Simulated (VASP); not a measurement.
An input for Ansatz (written as the equivalent of a VASP run, and not itself run):

Ansatz 0.2 input:
```yaml
crystal:
  lattice:
    - [0.0000000, 2.9513819, 2.9513819]
    - [2.9513819, 0.0000000, 2.9513819]
    - [2.9513819, 2.9513819, 0.0000000]
  atoms:
    - { symbol: Li, position: [0.0000000, 1.0000000, 1.0000000] }
    - { symbol: I, position: [0.5000000, 0.5000000, 0.5000000] }
kpoints:
  mp_grid: { grid: [7, 7, 7] }
hamiltonian:
  xc: pbesol
  pseudopotentials: { kind: paw }
scf:
  occupations: { method: gaussian, width: 0.05 }
  max_iter: 100
relax:
  max_steps: 60
  f_tol: 0.01
  cell: {}
output: { forces: true, stress: true, eigenvalues: true }
```

**Question.** Write the VASP files for the same calculation (PBEsol).

**Answer.** One answer among several that fit: 
POSCAR:
```
LiI
1
    0.0000000000     2.9513818605     2.9513818605
    2.9513818605     0.0000000000     2.9513818605
    2.9513818605     2.9513818605     0.0000000000
Li I
1 1
Direct
  0.0000000000   1.0000000000   1.0000000000
  0.5000000000   0.5000000000   0.5000000000
```

File KPOINTS:
```
Automatic mesh
0
Gamma
7 7 7
0 0 0
```

### INCAR
```
# general
SYSTEM   =  LiI
PREC     =  Accurate
ENCUT    =  520
LREAL    =  .FALSE.
LASPH    =  .TRUE.

# electronic loop
EDIFF    =  1E-6
NELM     =  100
ALGO     =  Normal
LMAXMIX  =  4

# smearing
ISMEAR   =  0
SIGMA    =  0.05

# functional
GGA      =  PS

# ions
IBRION   =  2
NSW      =  60
ISIF     =  3
EDIFFG   =  -0.01

# output
LWAVE    =  .FALSE.
LCHARG   =  .FALSE.
```

POTCAR, in this order: Li_sv I (PBE.64 set). Program: vasp_std.

The two are equivalent in intent, not identical: each code has its own PAW files, so the cut-off isn't converted (ENCUT is set for VASP's; basis.ecutwfc is left out, and Ansatz then takes the one that its files recommend); Ansatz stops its SCF on the density residual and VASP on the energy change (EDIFF).

The compound is LiI in the rock salt structure. It was relaxed first, which changed the volume by -6 %. The start is the result of an earlier pass.
